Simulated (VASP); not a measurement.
Input of a VASP 6.6.1 run:

The input INCAR:

```
PREC = Accurate
ENCUT = 520
EDIFF = 1E-7
ISMEAR = -1
SIGMA = 0.05
LREAL = False
LASPH = True
NELM = 100
ALGO = Normal
ISIF = 2
LWAVE = False
LCHARG = False
METAGGA = SCAN
LMIXTAU = True
```

KPOINTS

```
regular mesh
0
Gamma
  5 5 5
```

Contents of POSCAR:

```
Ge
1.0
    0.0000000000      2.8857400000      5.1156650000
    2.6304970000      0.0000000000      5.1156650000
    2.6304970000      2.8857400000      0.0000000000
Ge
4
Direct
    0.7264900000      0.2735100000      0.7264900000
    0.2735100000      0.7264900000      0.2735100000
    0.2181330000      0.2181330000      0.7818670000
    0.7818670000      0.7818670000      0.2181330000
```

KPOINTS_OPT

```
path GYCDXGZD1HC,C1Z,XH1,HY,LG
10
line-mode
reciprocal
 0.0000000000  0.0000000000  0.0000000000  G
 0.5000000000  0.0000000000  0.5000000000  Y

 0.5000000000  0.0000000000  0.5000000000  Y
 0.5000000000  0.1083705569  0.6083705569  C

 0.5000000000  0.1083705569  0.6083705569  C
 0.0286819066  0.5000000000  0.5286819066  D

 0.0286819066  0.5000000000  0.5286819066  D
 0.0000000000  0.5000000000  0.5000000000  X

 0.0000000000  0.5000000000  0.5000000000  X
 0.0000000000  0.0000000000  0.0000000000  G

 0.0000000000  0.0000000000  0.0000000000  G
 0.5000000000  0.5000000000  0.0000000000  Z

 0.5000000000  0.5000000000  0.0000000000  Z
 0.9713180934  0.5000000000  0.4713180934  D1

 0.9713180934  0.5000000000  0.4713180934  D1
 0.9098640972  0.4098640972  0.5000000000  H

 0.9098640972  0.4098640972  0.5000000000  H
 0.5000000000  0.1083705569  0.6083705569  C

 0.5000000000  0.8916294431  0.3916294431  C1
 0.5000000000  0.5000000000  0.0000000000  Z

 0.0000000000  0.5000000000  0.5000000000  X
 0.0901359028  0.5901359028  0.5000000000  H1

 0.9098640972  0.4098640972  0.5000000000  H
 0.5000000000  0.0000000000  0.5000000000  Y

 0.5000000000  0.5000000000  0.5000000000  L
 0.0000000000  0.0000000000  0.0000000000  G
```

Potentials or basis: VASP PAW PBE potentials, release 64 (Ge_d).

Launch:

```console
$ cat potpaw_PBE.64/Ge_d/POTCAR > POTCAR
$ mpirun -np 1 vasp_std > vasp.out
```

Task: What does it give for the pressure?

Result: -3.4 GPa.

Task: What does it give for the band gap along the path?

Result: None (metal or under the smearing width).

Task: Estimate the largest force.

Result: 0.051 eV/Å.

Levels at the corners of the path, in eV from the Fermi level:
| point | band 25 | band 26 | band 27 | band 28 | band 29 | band 30 | band 31 | band 32 | band 33 |
| --- | --- | --- | --- | --- | --- | --- | --- | --- | --- |
| Γ | -2.99 | -2.37 | -1.91 | -1.90 | -1.55 | 3.30 | 4.18 | 4.25 | 6.56 |
| Y | -4.60 | -4.12 | -3.19 | -2.70 | -1.15 | -0.76 | 3.78 | 4.91 | 7.40 |
| Y | -4.60 | -4.12 | -3.19 | -2.70 | -1.15 | -0.76 | 3.78 | 4.91 | 7.40 |
| C | -3.34 | -2.71 | -2.65 | -2.45 | -0.90 | -0.42 | 3.05 | 3.84 | 7.88 |
| C | -3.34 | -2.71 | -2.65 | -2.45 | -0.90 | -0.42 | 3.05 | 3.84 | 7.93 |
| D | -5.75 | -5.28 | -3.58 | -2.06 | -1.77 | 3.14 | 3.88 | 4.10 | 6.40 |
| D | -5.75 | -5.28 | -3.58 | -2.06 | -1.77 | 3.14 | 3.88 | 4.10 | 6.46 |
| X | -5.77 | -5.38 | -3.60 | -2.07 | -1.78 | 3.13 | 3.96 | 4.19 | 6.34 |
| X | -5.77 | -5.38 | -3.60 | -2.07 | -1.78 | 3.13 | 3.96 | 4.19 | 6.48 |
| Γ | -2.99 | -2.37 | -1.91 | -1.90 | -1.55 | 3.30 | 4.18 | 4.25 | 6.56 |
| Γ | -2.99 | -2.37 | -1.91 | -1.90 | -1.55 | 3.30 | 4.18 | 4.25 | 6.56 |
| Z | -2.07 | -1.79 | -0.09 | 0.60 | 1.13 | 1.20 | 2.19 | 2.84 | 5.40 |
| Z | -2.07 | -1.79 | -0.09 | 0.60 | 1.13 | 1.20 | 2.19 | 2.84 | 5.40 |
| D1 | -5.75 | -5.28 | -3.58 | -2.06 | -1.77 | 3.14 | 3.88 | 4.10 | 6.48 |
| D1 | -5.75 | -5.28 | -3.58 | -2.06 | -1.77 | 3.14 | 3.88 | 4.10 | 6.39 |
| H | -5.72 | -5.24 | -3.96 | -1.95 | -1.54 | 3.36 | 3.39 | 3.55 | 6.82 |
| H | -5.72 | -5.24 | -3.96 | -1.95 | -1.54 | 3.36 | 3.39 | 3.55 | 6.83 |
| C | -3.34 | -2.71 | -2.65 | -2.45 | -0.90 | -0.42 | 3.05 | 3.84 | 7.88 |
| C1 | -3.34 | -2.71 | -2.65 | -2.45 | -0.90 | -0.42 | 3.05 | 3.84 | 7.88 |
| Z | -2.07 | -1.79 | -0.09 | 0.60 | 1.13 | 1.20 | 2.19 | 2.84 | 5.39 |
| X | -5.77 | -5.38 | -3.60 | -2.07 | -1.78 | 3.13 | 3.96 | 4.19 | 6.35 |
| H1 | -5.72 | -5.24 | -3.96 | -1.95 | -1.54 | 3.36 | 3.39 | 3.55 | 6.80 |
| H | -5.72 | -5.24 | -3.96 | -1.95 | -1.54 | 3.36 | 3.39 | 3.55 | 6.80 |
| Y | -4.60 | -4.12 | -3.19 | -2.70 | -1.15 | -0.76 | 3.78 | 4.91 | 7.40 |
| L | -1.99 | -1.55 | -0.69 | 0.91 | 1.08 | 1.26 | 2.50 | 2.54 | 3.64 |
| Γ | -2.99 | -2.37 | -1.91 | -1.90 | -1.55 | 3.30 | 4.18 | 4.25 | 6.56 |

Caveat: the PAW data sets were made with another functional, which shifts forces and pressure a little.
